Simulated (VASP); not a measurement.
# Ge4H in VASP: phonons with RPBE

Aim: the phonons of Ge4H with RPBE.

Program: VASP 6.6.1. These are calculated values, not measurements. Logs are shortened: lines on timing, memory, paths and dates and some standing lists are left out, and cuts for length are marked.

**1. The structure**

The cell holds a slab with vacuum, 10 atoms: a = 4.001 Å, b = 4.001 Å, c = 25.737 Å, α = 90.00°, β = 90.00°, γ = 120.00°.

The cell was built by a generator and needn't be a form met in nature.

**2. Phonons, RPBE**

The input, POSCAR:

```
Ge4H
1.0
    4.0008101700      0.0000000000      0.0000000000
   -2.0004050800      3.4648032400      0.0000000000
    0.0000000000      0.0000000000     25.7366054200
  Ge              H
     8     2
Direct
     0.0000000000000000    0.0000000000000000    0.2886839312375405
     0.6666666699999979    0.3333333300000021    0.3208535380385656
     0.6666666699999979    0.3333333300000021    0.4177164063870959
     0.3333333300000021    0.6666666699999979    0.4514302559995856
     0.3333333300000021    0.6666666699999979    0.5485697440004142
     0.0000000000000000    0.0000000000000000    0.5822835936129044
     0.0000000000000000    0.0000000000000000    0.6791464619614346
     0.6666666699999979    0.3333333300000021    0.7113160687624597
     0.6666666699999979    0.3333333300000021    0.7718529300817232
     0.0000000000000000    0.0000000000000000    0.2281470699182769
```

The input, INCAR.step1:

```
SYSTEM = Ge4H
PREC = Accurate ; ENCUT = 600
EDIFF = 1E-8 ; ISMEAR = -1
SIGMA = 0.05 ; LREAL = .False.
LASPH = .True. ; NELM = 100
ALGO = Fast ; ISIF = 2
LWAVE = .False. ; LCHARG = .False.
GGA = RP ; KPAR = 4
IBRION = 2 ; NSW = 40
EDIFFG = -0.002
```

The input, INCAR.step2:

```
SYSTEM = Ge4H
PREC = Accurate ; ENCUT = 600
EDIFF = 1E-8 ; ISMEAR = -1
SIGMA = 0.05 ; LREAL = .False.
LASPH = .True. ; NELM = 100
ALGO = Fast ; ISIF = 2
LWAVE = .False. ; LCHARG = .False.
GGA = RP ; KPAR = 4
IBRION = 8 ; NSW = 1
```

The input, KPOINTS:

```
regular mesh
0
Gamma
  6 6 1
  0 0 0
```

Potentials or basis: VASP PAW PBE potentials, release 64 (Ge_d, H).

On the command line:

```console
cat potpaw_PBE.64/Ge_d/POTCAR potpaw_PBE.64/H/POTCAR > POTCAR
cp INCAR.step1 INCAR
mpirun -np 4 vasp_std > vasp.out
cp CONTCAR POSCAR
cp INCAR.step2 INCAR
mpirun -np 4 vasp_std > vasp.out
```

OUTCAR:

```text
SYSTEM = Ge4H
   PREC = Accurate
   ENCUT = 600
   EDIFF = 1E-8
   ISMEAR = -1
   LREAL = .False.
   LASPH = .True.
   NELM = 100
   ISIF = 2
   GGA = RP
   IBRION = 8
   NSW = 1

 ion  position               nearest neighbor table
   1  0.000  0.000  0.289-  10 1.56   2 2.45   2 2.45   2 2.45
   2  0.667  0.333  0.321-   1 2.45   1 2.45   1 2.45   3 2.49
   3  0.667  0.333  0.418-   4 2.47   4 2.47   4 2.47   2 2.49
   4  0.333  0.667  0.451-   3 2.47   3 2.47   3 2.47   5 2.50
   5  0.333  0.667  0.549-   6 2.47   6 2.47   6 2.47   4 2.50
   6  0.000  0.000  0.582-   5 2.47   5 2.47   5 2.47   7 2.49
   7  0.000  0.000  0.679-   8 2.45   8 2.45   8 2.45   6 2.49
   8  0.667  0.333  0.711-   9 1.56   7 2.45   7 2.45   7 2.45
   9  0.667  0.333  0.772-   8 1.56
  10  0.000  0.000  0.228-   1 1.56

  LATTYP: Found a hexagonal cell.
 ALAT       =     4.0008101700
 C/A-ratio  =     6.4328484298

[... 774 lines left out ...]
  2X    11.241662    0.000000   -0.000000  -11.898091   -0.000000    0.000000    0.865071    0.000000    0.000000   -0.177884   -0.000000    0.000000    0.220531    0.000000    0.000000   -0.058019   -0.000000    0.000000    0.040929    0.000000   -0.000000   -0.022407   -0.000000    0.000000    0.010762    0.000000    0.000000   -0.222555   -0.000000    0.000000
  2Y     0.000000   11.241662   -0.000000   -0.000000  -11.898091    0.000000    0.000000    0.865071    0.000000   -0.000000   -0.177884    0.000000    0.000000    0.220531    0.000000   -0.000000   -0.058019    0.000000    0.000000    0.040929    0.000000   -0.000000   -0.022407    0.000000    0.000000    0.010762    0.000000   -0.000000   -0.222555    0.000000
  2Z     0.000000    0.000000    5.773650   -0.000000    0.000000  -12.385511    0.000000    0.000000    5.683727    0.000000   -0.000000    0.465621    0.000000    0.000000   -0.032390    0.000000    0.000000   -0.001023    0.000000    0.000000   -0.017720    0.000000    0.000000   -0.000592   -0.000000    0.000000   -0.014463    0.000000    0.000000    0.528701
  3X    -0.244624   -0.000000    0.000000    0.867764    0.000000   -0.000000  -11.151944   -0.000000   -0.000000   10.540214    0.000000   -0.000000   -0.166727   -0.000000    0.000000   -0.047355   -0.000000   -0.000000   -0.058580   -0.000000    0.000000    0.004533    0.000000   -0.000000   -0.027353   -0.000000   -0.000000    0.284073    0.000000   -0.000000
  3Y    -0.000000   -0.244624    0.000000    0.000000    0.867764    0.000000   -0.000000  -11.151944    0.000000    0.000000   10.540214    0.000000   -0.000000   -0.166727   -0.000000   -0.000000   -0.047355    0.000000   -0.000000   -0.058580    0.000000    0.000000    0.004533   -0.000000   -0.000000   -0.027353   -0.000000    0.000000    0.284073    0.000000
  3Z    -0.000000    0.000000    0.506428   -0.000000    0.000000    5.666525   -0.000000    0.000000  -12.184100    0.000000    0.000000    5.534020    0.000000    0.000000    0.455302   -0.000000    0.000000    0.152149   -0.000000   -0.000000   -0.010385   -0.000000    0.000000   -0.015420   -0.000000    0.000000   -0.009299    0.000000    0.000000   -0.095219
  4X    -0.028099   -0.000000   -0.000000   -0.181097   -0.000000   -0.000000   10.537507    0.000000    0.000000  -11.077111   -0.000000    0.000000    0.791306    0.000000    0.000000   -0.164241   -0.000000    0.000000    0.218041    0.000000   -0.000000   -0.070935   -0.000000   -0.000000    0.051285    0.000000   -0.000000   -0.076656   -0.000000    0.000000
  4Y    -0.000000   -0.028099    0.000000   -0.000000   -0.181097    0.000000    0.000000   10.537507    0.000000   -0.000000  -11.077111    0.000000    0.000000    0.791306    0.000000   -0.000000   -0.164241    0.000000    0.000000    0.218041    0.000000   -0.000000   -0.070935    0.000000    0.000000    0.051285    0.000000   -0.000000   -0.076656    0.000000
  4Z     0.000000    0.000000    0.195984    0.000000    0.000000    0.460898    0.000000    0.000000    5.537243    0.000000    0.000000  -11.904639    0.000000   -0.000000    5.363959    0.000000   -0.000000    0.457164   -0.000000    0.000000   -0.043977    0.000000   -0.000000   -0.005745    0.000000    0.000000   -0.028203    0.000000    0.000000   -0.032685
  5X    -0.070935   -0.000000   -0.000000    0.218041    0.000000   -0.000000   -0.164241   -0.000000    0.000000    0.791306    0.000000    0.000000  -11.077111   -0.000000    0.000000   10.537507    0.000000    0.000000   -0.181097   -0.000000   -0.000000   -0.028099   -0.000000   -0.000000   -0.076656   -0.000000    0.000000    0.051285    0.000000   -0.000000
  5Y    -0.000000   -0.070935    0.000000    0.000000    0.218041    0.000000   -0.000000   -0.164241    0.000000    0.000000    0.791306    0.000000   -0.000000  -11.077111    0.000000    0.000000   10.537507    0.000000   -0.000000   -0.181097    0.000000   -0.000000   -0.028099    0.000000   -0.000000   -0.076656    0.000000    0.000000    0.051285    0.000000
  5Z     0.000000   -0.000000   -0.005745   -0.000000    0.000000   -0.043977    0.000000   -0.000000    0.457164    0.000000   -0.000000    5.363959    0.000000    0.000000  -11.904639    0.000000    0.000000    5.537243    0.000000    0.000000    0.460898    0.000000    0.000000    0.195984    0.000000    0.000000   -0.032685    0.000000    0.000000   -0.028203
  6X     0.004533    0.000000   -0.000000   -0.058580   -0.000000    0.000000   -0.047355   -0.000000   -0.000000   -0.166727   -0.000000    0.000000   10.540214    0.000000   -0.000000  -11.151944   -0.000000   -0.000000    0.867764    0.000000   -0.000000   -0.244624   -0.000000    0.000000    0.284073    0.000000   -0.000000   -0.027353   -0.000000   -0.000000
  6Y     0.000000    0.004533   -0.000000   -0.000000   -0.058580    0.000000   -0.000000   -0.047355    0.000000   -0.000000   -0.166727   -0.000000    0.000000   10.540214    0.000000   -0.000000  -11.151944    0.000000    0.000000    0.867764    0.000000   -0.000000   -0.244624    0.000000    0.000000    0.284073    0.000000   -0.000000   -0.027353   -0.000000
  6Z    -0.000000    0.000000   -0.015420   -0.000000   -0.000000   -0.010385   -0.000000    0.000000    0.152149    0.000000    0.000000    0.455302    0.000000    0.000000    5.534020   -0.000000    0.000000  -12.184100   -0.000000    0.000000    5.666525   -0.000000    0.000000    0.506428    0.000000    0.000000   -0.095219   -0.000000    0.000000   -0.009299
  7X    -0.022407   -0.000000    0.000000    0.040929    0.000000   -0.000000   -0.058019   -0.000000    0.000000    0.220531    0.000000    0.000000   -0.177884   -0.000000    0.000000    0.865071    0.000000    0.000000  -11.898091   -0.000000    0.000000   11.241662    0.000000   -0.000000   -0.222555   -0.000000    0.000000    0.010762    0.000000    0.000000
  7Y    -0.000000   -0.022407    0.000000    0.000000    0.040929    0.000000   -0.000000   -0.058019    0.000000    0.000000    0.220531    0.000000   -0.000000   -0.177884    0.000000    0.000000    0.865071    0.000000   -0.000000  -11.898091    0.000000    0.000000   11.241662   -0.000000   -0.000000   -0.222555    0.000000    0.000000    0.010762    0.000000
  7Z     0.000000    0.000000   -0.000592    0.000000    0.000000   -0.017720    0.000000    0.000000   -0.001023    0.000000    0.000000   -0.032390    0.000000   -0.000000    0.465621    0.000000    0.000000    5.683727   -0.000000    0.000000  -12.385511    0.000000    0.000000    5.773650    0.000000    0.000000    0.528701   -0.000000    0.000000   -0.014463
  8X     0.012568    0.000000    0.000000   -0.004586   -0.000000    0.000000    0.022334    0.000000   -0.000000   -0.055030   -0.000000   -0.000000   -0.012066   -0.000000    0.000000   -0.224914   -0.000000   -0.000000   11.261576    0.000000   -0.000000  -12.005560   -0.000000    0.000000    1.004689    0.000000    0.000000    0.000989    0.000000    0.000000
  8Y     0.000000    0.012568    0.000000   -0.000000   -0.004586    0.000000    0.000000    0.022334    0.000000   -0.000000   -0.055030    0.000000   -0.000000   -0.012066    0.000000   -0.000000   -0.224914   -0.000000    0.000000   11.261576    0.000000   -0.000000  -12.005560   -0.000000    0.000000    1.004689    0.000000    0.000000    0.000989    0.000000
  8Z     0.000000    0.000000    0.006860    0.000000    0.000000    0.006753    0.000000    0.000000   -0.006351    0.000000    0.000000   -0.007930   -0.000000    0.000000    0.195238    0.000000    0.000000    0.511245    0.000000    0.000000    5.785602   -0.000000    0.000000  -20.179671   -0.000000    0.000000   13.712513    0.000000    0.000000   -0.024258
  9X    -0.008236   -0.000000    0.000000    0.018356    0.000000    0.000000   -0.019173   -0.000000    0.000000    0.058904    0.000000   -0.000000   -0.068338   -0.000000   -0.000000    0.292169    0.000000   -0.000000   -0.216159   -0.000000    0.000000    0.996157    0.000000    0.000000   -1.061880   -0.000000    0.000000    0.008200    0.000000    0.000000
  9Y    -0.000000   -0.008236    0.000000    0.000000    0.018356    0.000000   -0.000000   -0.019173    0.000000    0.000000    0.058904    0.000000   -0.000000   -0.068338    0.000000    0.000000    0.292169    0.000000   -0.000000   -0.216159    0.000000    0.000000    0.996157    0.000000   -0.000000   -1.061880    0.000000    0.000000    0.008200    0.000000
  9Z    -0.000000    0.000000   -0.018472   -0.000000   -0.000000   -0.011169    0.000000    0.000000    0.002795    0.000000    0.000000   -0.019553    0.000000    0.000000   -0.023690    0.000000    0.000000   -0.082550    0.000000    0.000000    0.532554    0.000000    0.000000   13.714891   -0.000000    0.000000  -14.129344    0.000000    0.000000    0.034539
 10X     0.996157    0.000000    0.000000   -0.216159   -0.000000    0.000000    0.292169    0.000000   -0.000000   -0.068338   -0.000000   -0.000000    0.058904    0.000000   -0.000000   -0.019173   -0.000000    0.000000    0.018356    0.000000    0.000000   -0.008236   -0.000000    0.000000    0.008200    0.000000    0.000000   -1.061880   -0.000000    0.000000
 10Y     0.000000    0.996157    0.000000   -0.000000   -0.216159    0.000000    0.000000    0.292169    0.000000   -0.000000   -0.068338    0.000000    0.000000    0.058904    0.000000   -0.000000   -0.019173    0.000000    0.000000    0.018356    0.000000   -0.000000   -0.008236    0.000000    0.000000    0.008200    0.000000   -0.000000   -1.061880    0.000000
 10Z     0.000000    0.000000   13.714891    0.000000    0.000000    0.532554    0.000000    0.000000   -0.082550    0.000000    0.000000   -0.023690    0.000000    0.000000   -0.019553    0.000000    0.000000    0.002795   -0.000000   -0.000000   -0.011169   -0.000000    0.000000   -0.018472    0.000000    0.000000    0.034539   -0.000000    0.000000  -14.129344

 Eigenvectors and eigenvalues of the dynamical matrix
   1 f  =   59.218553 THz   372.081142 2PiTHz 1975.318302 cm-1   244.908146 meV
   2 f  =   59.075301 THz   371.181063 2PiTHz 1970.539933 cm-1   244.315704 meV
   3 f  =   16.318677 THz   102.533272 2PiTHz  544.332474 cm-1    67.488595 meV
   4 f  =   16.318677 THz   102.533272 2PiTHz  544.332473 cm-1    67.488595 meV
   5 f  =   16.187322 THz   101.707946 2PiTHz  539.950951 cm-1    66.945356 meV
   6 f  =   16.187322 THz   101.707945 2PiTHz  539.950950 cm-1    66.945356 meV
[... 19 lines left out ...]
  26 f  =    0.986405 THz     6.197768 2PiTHz   32.902941 cm-1     4.079443 meV
  27 f  =    0.986405 THz     6.197768 2PiTHz   32.902941 cm-1     4.079443 meV
  28 f/i=    0.022494 THz     0.141334 2PiTHz    0.750319 cm-1     0.093028 meV
  29 f/i=    0.059115 THz     0.371427 2PiTHz    1.971848 cm-1     0.244478 meV
  30 f/i=    0.059115 THz     0.371427 2PiTHz    1.971848 cm-1     0.244478 meV

 ELASTIC MODULI CONTR FROM IONIC RELAXATION (kBar)
 Direction    XX          YY          ZZ          XY          YZ          ZX
 --------------------------------------------------------------------------------
 XX        -148.6953     15.7012    -57.1878     -0.0000    -98.9632     -0.0000
 YY          15.7012   -148.6953    -57.1878     -0.0000     98.9632      0.0000
 ZZ         -57.1878    -57.1878  -1017.9875     -0.0000     -0.0000      0.0000
 XY          -0.0000     -0.0000     -0.0000    -82.1982      0.0000   -107.5380
 YZ         -98.9632     98.9632     -0.0000      0.0000   -245.5473     -0.0000
 ZX          -0.0000      0.0000      0.0000   -107.5380     -0.0000   -272.8493
 --------------------------------------------------------------------------------
```

Run time: 50 min. Hardware: 4 MPI ranks of Intel Xeon 6975P-C (Granite Rapids), shared host; peak memory 1.5 GiB.

Results:

| Item | Value |
| --- | --- |
| Highest phonon frequency at Γ, LO-TO splitting left out | 1975 cm⁻¹ |

Phonon frequencies in cm⁻¹ (negative: imaginary):
```tsv
q point	frequencies
(0.000, 0.000, 0.000)	-2 -2 -1 33 33 51 51 57 57 65 128 181 221 253 276 281 281 285 285 286 289 289 291 291 540 540 544 544 1971 1975
```
